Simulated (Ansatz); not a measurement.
Geometry optimisation in Ansatz: input, command and trajectory.

```yaml
crystal:
  lattice:
    - [4.883012306, -3.7115556918, 0.0]
    - [-4.883012306, -3.7115556918, 0.0]
    - [0.0, 0.0, -7.0402018398]
  atoms:
    - { symbol: Si, position: [0.6084355736, 0.6399224229, 0.7832025983] }
    - { symbol: Co, position: [0.1042422956, 0.1477552464, 0.7824197453], spin: 0.47 }
    - { symbol: Co, position: [0.3920671385, 0.3608794218, 0.2143410007], spin: 0.47 }
    - { symbol: Co, position: [0.8899416705, 0.8591236061, 0.2132827788], spin: 0.47 }
    - { symbol: Si, position: [0.6386779229, 0.1097689498, 0.2848098004] }
    - { symbol: Co, position: [0.1457973191, 0.6073268987, 0.2824332878], spin: 0.47 }
    - { symbol: Co, position: [0.3523240425, 0.8899308999, 0.7131353656], spin: 0.47 }
    - { symbol: Co, position: [0.8604610599, 0.3975017451, 0.7202213884], spin: 0.47 }
    - { symbol: Si, position: [0.5442673162, 0.7130142927, 0.4385284799] }
    - { symbol: Co, position: [0.036857064, 0.208617514, 0.4358994449], spin: 0.27 }
    - { symbol: Co, position: [0.4655055548, 0.2922349065, 0.5606129532], spin: 0.27 }
    - { symbol: Si, position: [0.9669601155, 0.7852389546, 0.5709511633] }
    - { symbol: Si, position: [0.7117317454, 0.0355371627, 0.9375279236] }
    - { symbol: Co, position: [0.2118403009, 0.5432185167, 0.9351292001], spin: 0.27 }
    - { symbol: Co, position: [0.2929576469, 0.9654420256, 0.0705429073], spin: 0.27 }
    - { symbol: Co, position: [0.790808199, 0.4691152258, 0.0647319575], spin: 0.27 }
    - { symbol: Co, position: [0.2728484165, 0.9764107658, 0.391078487], spin: 0.27 }
    - { symbol: Si, position: [0.7709421377, 0.4766717667, 0.3922783763] }
    - { symbol: Co, position: [0.7244078106, 0.0218221796, 0.6043436112], spin: 0.27 }
    - { symbol: Co, position: [0.2256396227, 0.5213514287, 0.6031957046], spin: 0.47 }
    - { symbol: Si, position: [0.4678483812, 0.2685269425, 0.8960649578] }
    - { symbol: Co, position: [0.9783507651, 0.7761543394, 0.8987982596], spin: 0.47 }
    - { symbol: Si, position: [0.5218277004, 0.7255081852, 0.1060718394] }
    - { symbol: Co, position: [0.0227158731, 0.2267577449, 0.0999443735], spin: 0.27 }
  symmetry: { detect: false }
basis:
  ecutwfc: 420
kpoints:
  mp_grid: { grid: [2, 2, 2], shift: [0.5, 0.5, 0.5] }
hamiltonian:
  xc: pbe
scf:
  occupations: { method: gaussian, width: 0.1 }
  lower_state_search: "off"
output:
  forces: true
  stress: true
  eigenvalues: true
  populations: true
magnetization:
  spin_polarized: true
relax:
  adjacent_minimum: "off"
  f_tol: 0.04
  max_steps: 50
  cell: { stress_tol: 0.3 }
```

```bash
ansatz run input.yaml --threads 4 --pin off --max-ram 9216MiB --backend cpu --events-out ev --progress --plain --runs-dir out
```

Level of theory: DFT PBE, scalar-relativistic, plane waves, PAW (Ansatz 0.2.0).

Of 15 frames 8 are shown, positions in Å and forces in eV/Å; the SCF threshold varies from step to step. Steps run on the plane waves of an earlier cell, with a Pulay correction in the pressure. The basis is chosen afresh for the last frame, the zero of the energies, and at times for earlier ones too; energy and pressure can step there, also at an unchanged geometry. Here that happened at step 12 (-2 meV/atom, 0.4 GPa); frames between the last choice of the basis and such a step carry an error that grows, as the cell changes, to that size. The mark taken_back stands on steps that the optimiser undid.

```xyz
24
Lattice="4.8830 -3.7116 0.0000 -4.8830 -3.7116 0.0000 0.0000 0.0000 -7.0402" Properties=species:S:1:pos:R:3:forces:R:3 pbc="T T T" step=1 free_energy_over_end_meV_per_atom=247.93 pressure_GPa=13.31
Si   -0.1538   -4.6334   -5.5139   -0.5439   -0.0935    0.8911
Co   -0.2125   -0.9353   -5.5084   -0.0112   -0.2503    0.4570
Co    0.1523   -2.7946   -1.5090    0.7063   -0.2827   -0.4702
Co    0.1505   -6.4918   -1.5016   -0.3811    1.0355   -1.2745
Si    2.5827   -2.7779   -2.0051    0.2511   -0.0009    0.1677
Co   -2.2537   -2.7953   -1.9884    0.1481    0.5755    0.3825
Co   -2.6251   -4.6107   -5.0206   -0.3983    0.0249   -1.1031
Co    2.2606   -4.6690   -5.0705   -1.4723   -0.1206   -0.2397
Si   -0.8240   -4.6665   -3.0873   -1.8113    1.0059   -0.4249
Co   -0.8387   -0.9111   -3.0688   -0.3465   -0.2188    0.4306
Co    0.8461   -2.8124   -3.9468   -0.1432   -0.5205   -0.5628
Si    0.8873   -6.5034   -4.0196    0.2118   -1.8002   -0.3574
Si    3.3019   -2.7735   -6.6004    0.7120   -1.6304    1.3866
Co   -1.6181   -2.8024   -6.5835    0.9333   -0.6753   -0.0155
Co   -3.2837   -4.6706   -0.4966    0.4579   -0.5430    0.8665
Co    1.5708   -4.6763   -0.4557    0.0231    1.1465   -0.3682
Co   -3.4355   -4.6367   -2.7533    0.2119   -0.0806   -0.6077
Si    1.4369   -4.6306   -2.7617    1.9806   -0.5775    0.4325
Co    3.4307   -2.7697   -4.2547    1.0295    0.7944   -0.1403
Co   -1.4440   -2.7725   -4.2466    0.0594   -0.7619   -0.0618
Si    0.9733   -2.7331   -6.3085   -0.9683    0.6548    0.0553
Co    0.9873   -6.5119   -6.3277   -0.9430    0.2226    1.3734
Si   -0.9946   -4.6296   -0.7468    0.5042    1.6593   -0.4308
Co   -0.9963   -0.9259   -0.7036   -0.2103    0.4369   -0.3862
24
Lattice="4.7045 -3.7341 0.0864 -4.8630 -3.9425 -0.0980 -0.1330 -0.0110 -7.2568" Properties=species:S:1:pos:R:3:forces:R:3 pbc="T T T" step=3 free_energy_over_end_meV_per_atom=108.79 pressure_GPa=1.40
Si   -0.4757   -4.7663   -5.5587   -0.1456    0.0909   -0.0064
Co   -0.4263   -1.0163   -5.6382   -0.1579   -0.0975    0.2324
Co    0.2234   -2.8625   -1.6172    0.0544    0.2226   -0.1237
Co   -0.0467   -6.5340   -1.7373    0.0772    0.3565   -0.8086
Si    2.5223   -2.8613   -1.9658    0.1042   -0.2583    0.2418
Co   -2.2412   -2.9546   -2.0134    0.2402   -0.1591    0.3119
Co   -2.8386   -4.8867   -5.4334    0.0391   -0.3572   -0.1369
Co    1.8322   -4.7821   -5.1995    0.1233   -0.0851   -0.2298
Si   -1.0954   -4.6940   -3.1911    0.0277    0.0684    0.5034
Co   -0.9432   -1.0531   -3.1895    0.0221   -0.0953   -0.0767
Co    0.6751   -2.9841   -4.0945   -0.1904    0.3124    0.1511
Si    0.7120   -6.9435   -4.1294   -0.0288   -0.2482   -0.2130
Si    3.1274   -2.9192   -6.5989   -0.4973   -0.2903    0.3311
Co   -1.7102   -2.9204   -6.8369    0.0742    0.0286    0.0284
Co   -3.2692   -4.8996   -0.5246   -0.0767    0.1794   -0.2767
Co    1.4203   -4.7116   -0.4425    0.0376   -0.2189    0.1664
Co   -3.4209   -4.9653   -2.9423    0.1755   -0.3728   -0.0732
Si    1.4246   -4.8666   -2.8343    0.1556    0.0127   -0.0923
Co    3.3335   -2.7132   -4.2580    0.0365    0.5559    0.3049
Co   -1.6428   -2.9544   -4.4661   -0.1953    0.2821   -0.0466
Si    0.6359   -2.7607   -6.5165    0.1351   -0.0805   -0.2145
Co    0.5539   -6.6597   -6.4567   -0.3720    0.1520    0.3388
Si   -0.9883   -4.6847   -0.7624    0.2426   -0.1143   -0.1783
Co   -0.9580   -0.9183   -0.8120    0.1186    0.1158   -0.1337
24
Lattice="4.7942 -3.6496 0.1923 -4.9222 -3.8180 -0.1734 -0.2636 0.0180 -7.3833" Properties=species:S:1:pos:R:3:forces:R:3 pbc="T T T" step=5 free_energy_over_end_meV_per_atom=46.39 pressure_GPa=-0.80
Si   -0.7042   -4.5514   -5.5477   -0.0747    0.0205   -0.1184
Co   -0.6368   -1.0139   -5.6221   -0.2265   -0.1911    0.2430
Co    0.3034   -2.7618   -1.6784   -0.1766    0.1784   -0.2373
Co    0.0590   -6.2308   -2.0930    0.0709   -0.3558    0.1895
Si    2.6499   -2.8258   -1.7804    0.1109    0.0367    0.1890
Co   -2.1728   -2.8426   -1.9411    0.0094    0.1477    0.2653
Co   -3.0418   -4.8430   -5.7082    0.1487   -0.2131   -0.0272
Co    1.6429   -4.6791   -5.3480    0.1598   -0.0516   -0.4550
Si   -1.0246   -4.4246   -3.1028    0.4632    0.1711   -0.0599
Co   -0.8959   -0.9978   -3.1777    0.4255   -0.2784    0.2162
Co    0.5237   -2.8909   -4.1745    0.1267    0.2959   -0.0606
Si    0.6040   -6.8892   -4.3137   -0.1536    0.0956   -0.1361
Si    2.8880   -2.9693   -6.3787   -0.4543   -0.2220   -0.0028
Co   -1.8836   -2.8258   -6.9169   -0.2840    0.0035   -0.1298
Co   -3.2601   -4.6873   -0.6711   -0.0047    0.3000   -0.5717
Co    1.5346   -4.5996   -0.4634    0.0645   -0.1445    0.0018
Co   -3.3483   -4.8471   -3.1109    0.1467    0.2274    0.0184
Si    1.6053   -4.7590   -2.9854   -0.1868    0.1007   -0.2082
Co    3.3067   -2.5110   -4.0908   -0.5024   -0.1628    0.1489
Co   -1.9066   -2.8330   -4.4827   -0.3961    0.1256    0.3579
Si    0.4340   -2.6264   -6.7329    0.2704    0.0324   -0.0444
Co    0.2392   -6.4227   -6.5926   -0.0696    0.2180   -0.1036
Si   -0.8656   -4.6269   -0.6785    0.1605   -0.3781    0.2625
Co   -0.8494   -0.7943   -0.7807    0.3723    0.0438    0.2625
24
Lattice="4.8149 -3.4179 0.0375 -4.9265 -3.5648 0.0614 0.0172 0.0938 -7.6169" Properties=species:S:1:pos:R:3:forces:R:3 pbc="T T T" step=7 free_energy_over_end_meV_per_atom=21.06 pressure_GPa=3.66 taken_back
Si   -0.6911   -4.1848   -5.6436   -0.0693   -0.3346   -0.2014
Co   -0.6692   -0.9534   -5.5772    0.2855    0.0873   -0.4184
Co    0.6521   -2.6518   -1.9983   -0.1390   -0.0954    0.5792
Co    0.3627   -5.8587   -2.0342   -0.1017    0.1573   -0.0933
Si    2.9661   -2.6007   -1.7833   -0.0473   -0.1370   -0.1360
Co   -1.8932   -2.5196   -1.8236   -0.0900   -0.1945   -0.1108
Co   -3.0135   -4.5293   -5.7763    0.3394    0.1958    0.0082
Co    1.6752   -4.4136   -5.5631   -0.0649    0.1848    0.2083
Si   -0.7429   -4.0918   -3.1127   -0.3215   -0.1094   -0.0809
Co   -0.6150   -0.9385   -3.0875   -0.1898    0.2963   -0.2539
Co    0.6443   -2.5730   -4.4197   -0.0526   -0.2129    0.0490
Si    0.5720   -6.3632   -4.4808    0.0265   -0.0167    0.0328
Si    2.9496   -2.8466   -6.7003    0.5645    0.6073    0.5440
Co   -1.8489   -2.6388   -6.9579    0.3096    0.1489   -0.1009
Co   -3.0247   -4.2896   -0.7434   -0.3458   -0.3289    0.4383
Co    1.7276   -4.2610   -0.4013   -0.5765   -0.1529   -0.2625
Co   -3.1270   -4.3615   -3.0925   -0.1271   -0.1482   -0.0219
Si    1.8305   -4.3061   -3.1856    0.3046   -0.2991   -0.0196
Co    3.2156   -2.4080   -4.2185    0.1941    0.0256    0.0032
Co   -1.9155   -2.6409   -4.3863    0.1971    0.1805   -0.1947
Si    0.5645   -2.1899   -7.1579    0.5723   -0.9296    0.6162
Co    0.3548   -5.9521   -6.8505    0.2257   -0.0466   -0.1464
Si   -0.6205   -4.3005   -0.5787   -0.1002    0.2153    0.2228
Co   -0.5864   -0.8483   -0.6386   -0.7937    0.9065   -0.6612
24
Lattice="4.8268 -3.4743 0.0918 -4.9326 -3.6135 -0.0051 -0.0698 0.0822 -7.5865" Properties=species:S:1:pos:R:3:forces:R:3 pbc="T T T" step=9 free_energy_over_end_meV_per_atom=2.20 pressure_GPa=0.25
Si   -0.7147   -4.3018   -5.6382   -0.0166    0.0393   -0.0359
Co   -0.6582   -0.9680   -5.6171   -0.0151    0.0141   -0.0034
Co    0.5413   -2.6942   -1.8907    0.0002   -0.0326    0.0087
Co    0.2779   -5.9217   -2.0742    0.0201    0.0218    0.0276
Si    2.8880   -2.6526   -1.7699    0.0132    0.0103    0.0373
Co   -1.9909   -2.5817   -1.8577    0.0115   -0.0075    0.0170
Co   -3.0103   -4.5887   -5.7867    0.0533   -0.0301   -0.0050
Co    1.6506   -4.4396   -5.5423    0.0168   -0.0208   -0.0130
Si   -0.8416   -4.1413   -3.1204   -0.0084   -0.0185   -0.0132
Co   -0.6868   -0.9516   -3.1175    0.0073    0.0116    0.0110
Co    0.6003   -2.6596   -4.3529    0.0133    0.0166    0.0006
Si    0.5747   -6.4795   -4.4820    0.0002   -0.0030    0.0184
Si    2.9766   -2.8540   -6.5930    0.0128    0.0076   -0.0412
Co   -1.8649   -2.6677   -6.9820   -0.0060    0.0082    0.0241
Co   -3.0994   -4.3898   -0.7227   -0.0068   -0.0051   -0.0521
Co    1.6951   -4.3290   -0.4090    0.0074    0.0368    0.0040
Co   -3.2024   -4.4595   -3.1089   -0.0002    0.0165   -0.0231
Si    1.7882   -4.4176   -3.1538   -0.0158    0.0023   -0.0136
Co    3.2349   -2.4415   -4.1575   -0.0428   -0.0331    0.0228
Co   -1.9351   -2.6535   -4.4429   -0.0211   -0.0010   -0.0202
Si    0.5356   -2.3058   -7.0498   -0.0098   -0.0102    0.0057
Co    0.3626   -6.0512   -6.8639    0.0071    0.0129    0.0122
Si   -0.6719   -4.3675   -0.5810   -0.0273   -0.0258    0.0014
Co   -0.6572   -0.8050   -0.6802    0.0065   -0.0102    0.0301
24
Lattice="4.8302 -3.4706 0.0889 -4.9353 -3.6089 -0.0030 -0.0663 0.0814 -7.5970" Properties=species:S:1:pos:R:3:forces:R:3 pbc="T T T" step=11 free_energy_over_end_meV_per_atom=2.09 pressure_GPa=0.03
Si   -0.7132   -4.2893   -5.6520    0.0041   -0.0032    0.0028
Co   -0.6570   -0.9665   -5.6246    0.0034    0.0099    0.0017
Co    0.5424   -2.7044   -1.8942   -0.0018   -0.0096    0.0029
Co    0.2846   -5.9092   -2.0745    0.0017    0.0054    0.0057
Si    2.8941   -2.6510   -1.7703    0.0031    0.0007    0.0067
Co   -1.9893   -2.5780   -1.8585    0.0017    0.0030   -0.0060
Co   -3.0045   -4.5868   -5.7943    0.0005   -0.0035    0.0045
Co    1.6553   -4.4313   -5.5543    0.0009    0.0016   -0.0046
Si   -0.8448   -4.1391   -3.1301   -0.0060   -0.0066   -0.0019
Co   -0.6825   -0.9519   -3.1183   -0.0053    0.0014    0.0046
Co    0.6029   -2.6558   -4.3573   -0.0093    0.0106   -0.0078
Si    0.5736   -6.4722   -4.4879    0.0040   -0.0049   -0.0082
Si    2.9880   -2.8486   -6.6090    0.0012   -0.0025   -0.0028
Co   -1.8654   -2.6623   -6.9914    0.0025   -0.0061    0.0041
Co   -3.1018   -4.3860   -0.7273    0.0011   -0.0088   -0.0056
Co    1.7016   -4.3193   -0.4080    0.0029    0.0084    0.0006
Co   -3.2049   -4.4528   -3.1121    0.0046   -0.0012   -0.0112
Si    1.7929   -4.4117   -3.1657    0.0002    0.0051   -0.0012
Co    3.2299   -2.4472   -4.1593   -0.0073   -0.0032    0.0006
Co   -1.9384   -2.6503   -4.4504    0.0009    0.0058    0.0039
Si    0.5407   -2.3055   -7.0568   -0.0028    0.0035    0.0056
Co    0.3679   -6.0415   -6.8737    0.0061    0.0036    0.0026
Si   -0.6758   -4.3643   -0.5820   -0.0075   -0.0057   -0.0044
Co   -0.6532   -0.8077   -0.6786    0.0012   -0.0036    0.0074
24
Lattice="4.8315 -3.4576 0.0952 -4.9349 -3.5936 -0.0074 -0.0740 0.0833 -7.6456" Properties=species:S:1:pos:R:3:forces:R:3 pbc="T T T" step=13 free_energy_over_end_meV_per_atom=0.07 pressure_GPa=0.04
Si   -0.7140   -4.2672   -5.6847   -0.0132   -0.0053   -0.0215
Co   -0.6605   -0.9623   -5.6592   -0.0030   -0.0173   -0.0063
Co    0.5394   -2.7103   -1.9082   -0.0017   -0.0311    0.0053
Co    0.2875   -5.8720   -2.0882    0.0234   -0.0055    0.0116
Si    2.8941   -2.6494   -1.7864    0.0151    0.0315    0.0433
Co   -1.9939   -2.5580   -1.8723   -0.0145   -0.0099    0.0151
Co   -3.0091   -4.5672   -5.8367    0.0111    0.0197    0.0089
Co    1.6516   -4.4107   -5.5869   -0.0197    0.0066    0.0135
Si   -0.8553   -4.1205   -3.1505   -0.0081    0.0026   -0.0040
Co   -0.6858   -0.9436   -3.1334   -0.0139   -0.0086   -0.0070
Co    0.5955   -2.6402   -4.3786    0.0100    0.0077   -0.0158
Si    0.5681   -6.4513   -4.5128    0.0047    0.0183   -0.0081
Si    2.9877   -2.8372   -6.6461    0.0037   -0.0027   -0.0301
Co   -1.8696   -2.6496   -7.0384   -0.0113    0.0104   -0.0082
Co   -3.0990   -4.3724   -0.7392    0.0231    0.0178    0.0024
Co    1.7052   -4.2944   -0.3939   -0.0050   -0.0127   -0.0014
Co   -3.2092   -4.4337   -3.1285   -0.0014    0.0075   -0.0016
Si    1.7901   -4.3884   -3.1987    0.0165   -0.0096   -0.0117
Co    3.2216   -2.4380   -4.1863   -0.0115    0.0047   -0.0080
Co   -1.9455   -2.6385   -4.4801    0.0022   -0.0076    0.0123
Si    0.5361   -2.2898   -7.1040   -0.0184   -0.0120    0.0047
Co    0.3675   -6.0171   -6.9112    0.0077   -0.0093   -0.0148
Si   -0.6810   -4.3556   -0.5826    0.0164    0.0118    0.0234
Co   -0.6501   -0.8030   -0.6839   -0.0122   -0.0068   -0.0022
24
Lattice="4.8341 -3.4561 0.0964 -4.9381 -3.5929 -0.0080 -0.0752 0.0838 -7.6424" Properties=species:S:1:pos:R:3:forces:R:3 pbc="T T T" step=15 free_energy_over_end_meV_per_atom=0.00 pressure_GPa=0.02
Si   -0.7197   -4.2683   -5.6844    0.0017    0.0044    0.0006
Co   -0.6657   -0.9615   -5.6573    0.0146    0.0011    0.0007
Co    0.5416   -2.7167   -1.9099   -0.0027   -0.0058   -0.0014
Co    0.2912   -5.8694   -2.0827    0.0059   -0.0008   -0.0040
Si    2.8997   -2.6438   -1.7797   -0.0013   -0.0045    0.0032
Co   -1.9952   -2.5592   -1.8700   -0.0002    0.0012   -0.0010
Co   -3.0135   -4.5629   -5.8331   -0.0032   -0.0044    0.0008
Co    1.6470   -4.4076   -5.5817   -0.0050   -0.0041   -0.0006
Si   -0.8569   -4.1211   -3.1494   -0.0085   -0.0024   -0.0089
Co   -0.6863   -0.9435   -3.1317   -0.0014   -0.0002   -0.0046
Co    0.5946   -2.6362   -4.3802   -0.0033   -0.0007   -0.0040
Si    0.5651   -6.4449   -4.5114    0.0059   -0.0002    0.0031
Si    2.9876   -2.8350   -6.6473   -0.0044    0.0018   -0.0011
Co   -1.8755   -2.6465   -7.0348    0.0038    0.0009    0.0016
Co   -3.0975   -4.3733   -0.7374    0.0026   -0.0050   -0.0032
Co    1.7072   -4.2939   -0.3921    0.0010    0.0076    0.0008
Co   -3.2136   -4.4317   -3.1276   -0.0034    0.0066    0.0032
Si    1.7950   -4.3851   -3.1961    0.0070   -0.0015   -0.0001
Co    3.2190   -2.4376   -4.1848    0.0046    0.0047    0.0005
Co   -1.9474   -2.6391   -4.4765   -0.0033    0.0053   -0.0032
Si    0.5336   -2.2888   -7.0994   -0.0022   -0.0010    0.0073
Co    0.3669   -6.0157   -6.9120   -0.0021   -0.0027    0.0079
Si   -0.6783   -4.3497   -0.5806   -0.0015   -0.0031    0.0072
Co   -0.6500   -0.8057   -0.6844   -0.0046    0.0028   -0.0047
```

The run took 5.9 min on 4 threads of Intel(R) Xeon(R) Platinum 8488C (Sapphire Rapids), with other jobs on the host, peak memory 1.4 GiB.

The k mesh is coarse.